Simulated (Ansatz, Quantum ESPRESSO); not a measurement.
**BaTiO3 (001), tetragonal: a film clamped to its substrate**

A thin film takes the in-plane lattice of its substrate and is free along the normal. How do the free axis and the stress follow the misfit? The strained cell has c along the film normal; unstrained it is a = 3.9573 Å, b = 3.9573 Å, c = 4.0509 Å, α = 90.00°, β = 90.00°, γ = 90.00°, with 5 atoms. The symmetry of the cell is held, so distortions that would lower it, which this phase may prefer, aren't tested.

Calculated with Quantum ESPRESSO 7.5, PBEsol, PseudoDojo 0.4.1 norm-conserving potentials, cutoff 1170 eV, Fermi–Dirac smearing 0.02 eV, k-mesh 7×7×7, no spin polarisation, no spin-orbit coupling.

Relaxed positions at 0 %:

```
atom       x       y       z
  Ba  0.0000  0.0000  0.0059
  Ti  0.5000  0.5000  0.5217
   O  0.5000  0.5000  0.9754
   O  0.5000  0.0000  0.4870
   O  0.0000  0.5000  0.4870
```

| ε∥ (%) | a (Å) | c (Å) | ε⊥ (%) | σ (GPa, tension positive) |
| --- | --- | --- | --- | --- |
| −3 | 3.8386 | 4.2786 | 5.621 | −8.61 |
| −2 | 3.8781 | 4.1824 | 3.246 | −6.00 |
| −1 | 3.9177 | 4.1100 | 1.458 | −3.01 |
| 0 | 3.9573 | 4.0509 | 0.000 | 0.00 |
| 1 | 3.9968 | 4.0023 | −1.199 | 2.93 |
| 3 | 4.0760 | 3.9254 | −3.098 | 8.28 |

**Question.** Fit both responses and give the free strain and the stress at +2 %, a row left out above.

Least squares with y = y0 + y1 ε + y2 ε² (ε in %) gives ε⊥ = −0.035 + (−1.4270) ε + (0.1409) ε² and σ = −0.05 + (2.849) ε + (−0.017) ε² GPa. The linear terms put the ratio of free to applied strain at −1.427 and the biaxial modulus at 285 GPa. The rows at ±1 % alone give −1.329 and 297 GPa, so higher orders enter the wide fit.

At +2 % the free strain comes out as −2.325 %. The run itself gives −2.204 %, so the estimate misses by 0.121 %; the fitted rows themselves lie up to 0.137 % off the law.

The stress comes out as 5.58 GPa. The run itself gives 5.71 GPa, so the estimate misses by 0.13 GPa; the fitted rows themselves lie up to 0.18 GPa off the law.

With c as the unique axis, zero normal stress gives ε⊥/ε∥ = −2C13/C33 for relaxed atoms, so 2C13/C33 is about 1.43, or nearer the value from ±1 %.

The same fit over all rows at other levels or in other programs gives the strain ratio = −1.409 with PBEsol (Ansatz) and −1.444 with PBEsol (Quantum ESPRESSO, GBRV).

[Logs are printed without paths, hosts, clocks, repeated set-up lines and the standing remarks that a program may print on its own settings, such as how far it seeks lower states.]
